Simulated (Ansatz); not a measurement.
# What strain does to RbBr (Pm-3m)

A 2-atom cell of RbBr (Pm-3m) from a materials database, relaxed with r2SCAN in Ansatz. It is cubic, Pm-3m (No. 221); conventional cell a = 4.124 Å, 35.08 Å³ an atom. Around Rb lie 8 Br at 3.57 Å; around Br lie 8 Rb at 3.57 Å.

The axes x, y and z are those of this cell:
```
CELL_PARAMETERS angstrom
4.12425 0.00000 0.00000
0.00000 4.12425 0.00000
0.00000 0.00000 4.12425
ATOMIC_POSITIONS crystal
Rb 0.00000 0.00000 0.00000
Br 0.50000 0.50000 0.50000
```

Unstrained: PBE gives an indirect gap of 4.087 eV, from M to Γ; the least direct gap is 4.240 eV at Γ. The r2SCAN gap is indirect, 4.834 eV (M to Γ), below the direct gap of 4.988 eV at Γ. The HSE06 gap is indirect, 5.268 eV (M to Γ), below the direct gap of 5.432 eV at Γ. Meshes: PBE 6×6×6, r2SCAN 6×6×6, HSE06 4×4×4. Strains are changes of length per length, and xy shears are angles. After each strain the atoms were relaxed again with r2SCAN within the symmetry that the strain leaves, so tilts or polar shifts that break it weren't tested; points keep the names that they have in the unstrained zone. The values are computed, spin-unpolarised, and not measurements.

Changes of the least gap in eV (an overlap counts as a negative gap):

| strain | volume change (%) | space group | PBE | r2SCAN | HSE06 | energy rise, r2SCAN (meV/atom) |
| --- | --- | --- | --- | --- | --- | --- |
| uniaxial -3.68 % along z | -3.7 | P4/mmm | -0.004 | +0.004 | +0.002 | 6.4 |
| xy shear, engineering strain (angle) -4.18 % | 0.0 | Cmmm | +0.003 | +0.002 | +0.003 | 1.5 |

Uniaxial -3.68 % along z, other directions held. HSE06: the gap goes from 5.268 to 5.270 eV (+0.002 eV). Stress change with r2SCAN, compression positive: xx +0.31, yy +0.31, zz +1.53 GPa.

Xy shear, engineering strain (angle) -4.18 %. HSE06: the gap goes from 5.268 to 5.271 eV (+0.003 eV). Stress change with r2SCAN, compression positive: xx +0.05, yy +0.05, zz +0.06, xy +0.32 GPa.

The runs are scalar-relativistic, without spin-orbit coupling.

The meshes of the hybrids are coarse, so their gaps aren't converged to the digits shown.
